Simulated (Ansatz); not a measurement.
**Question.** BeO in space group P6_3mc (No. 186; Pearson symbol hP12) is relaxed with PBEsol (plane waves, PAW; program Ansatz). What lattice parameters of the conventional cell result?

**Answer.** a = 2.688 Å, c = 13.147 Å.

**Question.** Is it a metal or does it have a gap at this level?

**Answer.** A gap of 7.29 eV, indirect.

A made-up cell: these elements were put on the sites of a structure type. Its sites differ from those of the usual phase in this space group: another stacking or structure type. Symmetry was held in the PBEsol relaxation; of distortions, only those at the zone centre were tested.

Potentials: the later of the program's two PAW sets.
